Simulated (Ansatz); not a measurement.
Relaxed NaBr (rock salt):

```
NaBr
1.0
    0.00000     5.94759     5.94759
    2.97379     2.97379     5.94759
    2.97379     2.97379     0.00000
Br Na
2 2
Direct
  0.00000   0.00000   0.00000
  0.50000   0.00000   0.00000
  0.00000   0.50000   0.50000
  0.50000   0.50000   0.50000
```

The atoms are displaced by Q × the pattern below (from a DFPT mode at X = (0.5, 0.5, 0.0), largest move 1; Q in Å), at fixed cell. (q is in reciprocal vectors of the primitive cell; the cell shown is doubled to hold the pattern.)

| atom | x | y | z |
|---|---|---|---|
| Br1 | 0.000 | 0.000 | -1.000 |
| Br2 | 0.000 | 0.000 | 1.000 |
| Na3 | 0.000 | 0.000 | -0.832 |
| Na4 | 0.000 | 0.000 | 0.832 |

Computed with r2SCAN (plane waves to 500 eV, PAW, scalar-relativistic; Ansatz, a quantum-chemistry and plane-wave program). k mesh 10×10×10 (Γ-centred), Fermi-Dirac smearing 0.05 eV. The energy includes the smearing's −TS. Compression counts positive. NaBr was relaxed with its symmetry unable to fall. ΔE is measured from the undisplaced structure.

```
Q (Å)   −dE/dQ from forces (eV/Å)  P (GPa)  ΔE (meV/cell)
------  -------------------------  -------  -------------
-0.280                      1.880    -0.10              …
-0.233                      1.523    -0.08          171.5
-0.187                      1.188    -0.06          108.3
-0.140                      0.873    -0.03              …
-0.093                      0.573    -0.02           26.6
-0.047                      0.284     0.00              …
0.000                       0.000     0.00            0.0
0.047                      -0.284     0.00              …
0.093                      -0.573    -0.02           26.6
0.140                      -0.873    -0.03              …
0.187                      -1.188    -0.06          108.3
0.233                      -1.523    -0.08          171.5
0.280                      -1.880    -0.10              …
```

**Question.** Complete the blanks.

**Answer.** 
- -0.280, ΔE (meV/cell): 250.8
- -0.140, ΔE (meV/cell): 60.3
- -0.047, ΔE (meV/cell): 6.6
- 0.047, ΔE (meV/cell): 6.6
- 0.140, ΔE (meV/cell): 60.3
- 0.280, ΔE (meV/cell): 250.8

(A displaced cell: forces are minus the slopes of the energy, force constants its curvatures, and phonons follow from these.)
